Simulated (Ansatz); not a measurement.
Wanted: the native input for an Ansatz 0.2.0 run.

| Item | Value |
| --- | --- |
| Task | relaxation of cell and atoms |
| Functional | PBE |
| Potentials or basis | Ansatz PAW |
| Cutoff | 420 eV (not typed: the program's choice for these potentials) |
| k mesh | 8 × 8 × 8 |
| Occupations | fermi-dirac, width 0.05 eV |
| Spin | no spin polarisation |

BeTe:

```
CELL_PARAMETERS angstrom
0.00000 2.77000 2.77000
2.77000 0.00000 2.77000
2.77000 2.77000 0.00000
ATOMIC_POSITIONS crystal
Te 0.75000 0.75000 0.75000
Be 0.00000 0.00000 0.00000
```

One way to write it, as run:

input.yaml

```yaml
crystal:
  lattice:
    - [0.0, 2.77, 2.77]
    - [2.77, 0.0, 2.77]
    - [2.77, 2.77, 0.0]
  atoms:
    - { symbol: Te, position: [0.75, 0.75, 0.75] }
    - { symbol: Be, position: [0.0, 0.0, 0.0] }
hamiltonian:
  xc: pbe
  pseudopotentials: { kind: paw }
kpoints:
  mp_grid: { grid: [8, 8, 8] }
scf:
  occupations: { method: fermi_dirac, width: 0.05 }
output:
  forces: true
  stress: true
relax:
  f_tol: 0.01
  max_steps: 40
  cell: { stress_tol: 0.05 }
```

Potentials or basis: Ansatz PAW.

Run with:

```sh
$ ansatz run input.yaml --threads 2 --pin off --max-ram 5632MiB --backend cpu --events-out ev --progress --plain --runs-dir out
```

Results of the run:

```yaml
Relaxed_volume: 22.71 Å³/atom
Relaxed_cell: a = 4.005 Å, b = 4.005 Å, c = 4.005 Å, α = 60.00°, β = 60.00°, γ = 60.00°
Space_group_after_relaxing_to_0.05_Å: F-43m (No. 216)
Energy_gained_by_relaxing: 18.4 meV/atom
Ionic_steps: 5
Pressure_after_relaxing: 0.0 GPa
Band_gap_on_the_k_mesh: 2.03 eV
```

Caveat: the plane-wave basis is chosen anew once the cell has moved, so the energies of steps on either side of that aren't comparable; spin-orbit coupling is left out, which moves the levels of the heavy elements.

It took 4.4 s on 2 threads of Arm Neoverse V1 (shared host), peak memory 0.31 GiB.
